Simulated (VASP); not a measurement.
Set up this calculation in VASP 6.6.1, as the native input.

```
Task                   : single point
Functional             : PBE
Potentials or basis    : VASP PAW PBE potentials, release 64 (Pb_d, S)
Cutoff                 : 520 eV
k mesh                 : 7 × 7 × 6
Occupations            : gaussian, width 0.019 eV
Spin                   : no spin polarisation
Further INCAR settings : ALGO = Normal; EDIFF = 1e-06
```

The structure of PbS lies in POSCAR:

```
PbS
1.0
    2.0799526950     -5.9912968650      0.0000000000
    2.0799526950      5.9912968650      0.0000000000
    0.0000000000      0.0000000000      4.2793209400
Pb S
2 2
Direct
    0.1305633500      0.8694366500      0.2500000000
    0.8694366500      0.1305633500      0.7500000000
    0.3547970900      0.6452029100      0.2500000000
    0.6452029100      0.3547970900      0.7500000000
```

Measurements of this composition are mostly on another form, of space group No. 225.

One way to write it, as run:

INCAR

```
  PREC = Accurate
  ENCUT = 520
  EDIFF = 1E-6
  ISMEAR = 0
  SIGMA = 0.019000000000000003
  LREAL = False
  LASPH = True
  NELM = 80
  ALGO = Normal
  ISIF = 2
  LWAVE = False
  LCHARG = False
  GGA = PE
```

KPOINTS

```
regular mesh
0
Gamma
  7 7 6
```

Potentials or basis: VASP PAW PBE potentials, release 64 (Pb_d, S).

Command:

```bash
$ cat potpaw_PBE.64/Pb_d/POTCAR potpaw_PBE.64/S/POTCAR > POTCAR
$ mpirun -np 1 vasp_std > vasp.out
```

Results of the run:

```
Pressure               : 1.0 GPa
Largest force          : 0.103 eV/Å
Band gap on the k mesh : 1.25 eV, indirect (least direct gap 1.43 eV)
```

Caveat: spin-orbit coupling is left out, which as a rule narrows the gap of such compounds by several tenths of an eV; an odd mesh through Γ misses points on the zone boundary, where band edges often lie.

Wall time 82 s on 1 thread of Intel(R) Xeon(R) Platinum 8488C (Sapphire Rapids), on a shared host, peak memory 0.34 GiB.
